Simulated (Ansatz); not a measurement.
**HfO₂: Hf on an O site**

Computed with Ansatz 0.2.0, DFT PBEsol, scalar-relativistic, plane waves, PAW. (420 eV cutoff, 2×2×2 k-mesh, Gaussian smearing of 0.01 eV, collinear spin in charge +1, -1 alone)

Host crystal, relaxed:

```
Hf O
1.0
     4.83012    0.00000    0.00000
     0.00000    4.83012    0.00000
     0.00000    0.00000    3.20972
Hf O
2 4
Direct
  0.00000 0.00000 0.00000
  0.50000 0.50000 0.50000
  0.19497 0.80503 0.50000
  0.30503 0.30503 0.00000
  0.69497 0.69497 0.00000
  0.80503 0.19497 0.50000
```

Supercell of 24 atoms, rows in host cell vectors: -1 -1 0; -1 1 0; 1 0 -2. Atoms relax at the host's cell from a start displaced at random by 0.05 Å near the defect, so other minima may exist. The cell is small, so energies carry finite-size errors of tenths of an eV. The host's Kohn–Sham gap is 3.89 eV. Atoms are taken from and returned to the elements' standard states. Charged cells are corrected for image charges with the computed static dielectric tensor (mean 28.6) and aligned with the host's potential at far atoms (alignment terms reach 1.62 eV; the program doubts the alignment in some charges, where it is up to 1.62 eV). No band-filling term is added, and the Fermi level counts from the host's valence band top.

Spin-orbit coupling is left out, which matters for the bands and energies of heavy elements.

Defect: Hf on an O site set at (0.195, 0.805, 0.500) of the host cell. In charges +1, 0, -1 some atom moved by up to 1.7 Å, so the relaxed defect can differ in kind from the start. Before relaxation its nearest neighbours are 3 Hf at 2.08 Å.

```json
{"charge": "+1", "E_f at the valence band top (eV)": "6.24", "over the neutral state (eV)": "-3.16", "moment (μB)": "1.00", "largest move (Å)": "1.63", "atoms near the site": "4 O at 2.20 Å, 1 O at 2.28 Å, 1 Hf at 2.75 Å, 1 Hf at 2.77 Å"}
{"charge": "0", "E_f at the valence band top (eV)": "9.41", "over the neutral state (eV)": "0.00", "moment (μB)": "0.00", "largest move (Å)": "1.68", "atoms near the site": "4 O at 2.23 Å, 1 O at 2.36 Å, 1 Hf at 2.74 Å, 1 Hf at 2.79 Å"}
{"charge": "-1", "E_f at the valence band top (eV)": "13.01", "over the neutral state (eV)": "3.60", "moment (μB)": "0.75", "largest move (Å)": "1.73", "atoms near the site": "2 O at 2.21 Å, 1 O at 2.23 Å, 1 O at 2.24 Å, 1 O at 2.34 Å, 1 Hf at 2.75 Å, 1 Hf at 2.83 Å"}
```

Among the charges computed the stable one is +1 at the valence band top, changing to 0 at 3.16 eV, changing to -1 at 3.60 eV. Without the alignment that the program doubts, the level (+1/0) would lie at 4.62 eV, outside the gap, so these runs don't decide whether the defect changes charge there. Without the alignment that the program doubts, the level (0/-1) would lie at 5.22 eV, outside the gap, so these runs don't decide whether the defect changes charge there. Fractional moments come from partly filled bands of the small cell.